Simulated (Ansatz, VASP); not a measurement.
Bi in VASP and in Ansatz

The input POSCAR:

```
Bi
1.0
   -1.9814305318      1.9814305318      1.9814305318
    1.9814305318     -1.9814305318      1.9814305318
    1.9814305318      1.9814305318     -1.9814305318
Bi
1
Direct
    0.0000000000      0.0000000000      0.0000000000
```

The input INCAR.step1:

```
  PREC = Accurate
  ENCUT = 600
  ISMEAR = 0
  SIGMA = 0.1
  LREAL = F
  LASPH = T
  NELM = 100
  GGA = PE
  ALGO = Normal
  EDIFF = 1E-4
  LWAVE = T
  LCHARG = F
```

File INCAR.step2:

```
  PREC = Accurate
  ENCUT = 600
  EDIFF = 1E-7
  ISMEAR = 0
  SIGMA = 0.1
  LREAL = F
  LASPH = T
  NELM = 100
  ALGO = Normal
  ISIF = 3
  LWAVE = F
  LCHARG = F
  METAGGA = R2SCAN
  LMIXTAU = T
  IBRION = 2
  NSW = 100
  EDIFFG = -0.005
  ISTART = 1
```

File KPOINTS:

```
regular mesh
0
Gamma
  16 16 16
```

Input for Ansatz:

```yaml
crystal:
  lattice:
    - [-1.9814305318, 1.9814305318, 1.9814305318]
    - [1.9814305318, -1.9814305318, 1.9814305318]
    - [1.9814305318, 1.9814305318, -1.9814305318]
  atoms:
    - { symbol: Bi, position: [0.0, 0.0, 0.0] }
basis:
  ecutwfc: 500
kpoints:
  mp_grid: { grid: [16, 16, 16] }
hamiltonian:
  xc: r2scan
scf:
  occupations: { method: gaussian, width: 0.1 }
output:
  forces: true
  stress: true
  eigenvalues: true
relax:
  adjacent_minimum: "off"
  f_tol: 0.005
  max_steps: 80
  cell: { stress_tol: 0.05 }
```

This isn't the form of Bi at room conditions, which is rhombohedral.

Alike in both runs: task relaxation of cell and atoms; functional r2SCAN; k mesh 16 × 16 × 16; occupations gaussian, width 0.1 eV; no spin polarisation.

|  | VASP | Ansatz |
| --- | --- | --- |
| version | VASP 6.6.1 | Ansatz 0.2.0 |
| potentials or method | VASP PAW PBE potentials, release 64 (Bi_d) | scalar-relativistic, plane waves, PAW |
| plane-wave cutoff (eV) | 600 | 500 |
| valence electrons in the cell | 15 | 15 |

```csv
,VASP,Ansatz,Ansatz less VASP
"gap on the k mesh at the Fermi level, each at its own relaxed structure (eV)",none,none,-
relaxed volume (Å³/atom),31.08,31.06,-0.021
relaxed cell length with the largest relative difference (Å),3.431,3.430,-0.0008
```

A gap of «none» marks a metal or a gap that the smearing closes.

Caveats: the PAW data sets were made with another functional, which shifts forces and pressure a little (VASP); spin-orbit coupling is left out, which moves the levels of the heavy elements.
